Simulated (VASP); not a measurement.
Crystal: Co.

```
Co
1.0
     2.47056    0.00000    0.00000
    -1.23528    2.13957    0.00000
     0.00000    0.00000    8.08823
Co
4
Cartesian
  1.2353 0.7132 6.0662
  0.0000 0.0000 4.0441
  0.0000 1.4264 2.0221
  0.0000 0.0000 0.0000
```

Base run:

| Property | Result |
| --- | --- |
| Program | VASP 6.6.1 |
| Functional | PBE |
| Potentials or basis | VASP PAW PBE potentials, release 64 (Co) |
| Cutoff | 520 eV |
| k mesh | 12 × 12 × 4 |
| Occupations | fermi-dirac, width 0.05 eV |
| Spin | collinear spin, ferromagnetic start |
| Starting moments | [2.0, 2.0, 2.0, 2.0] μB |

Its results: band gap on the k mesh none (metal or under the smearing width); pressure 3.8 GPa; net moment 6.57 μB per cell; site moments Co +1.67, +1.65 μB.

Task: The run is repeated on the same cell with these changes: functional from PBE to PBEsol. What comes out?

Result: Band gap on the k mesh none (metal or under the smearing width); pressure -6.5 GPa; net moment 6.55 μB per cell; site moments Co +1.66, +1.64 μB.

PBEsol binds more tightly than PBE, so the same cell stands under less pressure.

Caveats: the PAW data sets were made with another functional, which shifts forces and pressure a little (some runs).

Not every run made on this cell is shown here.
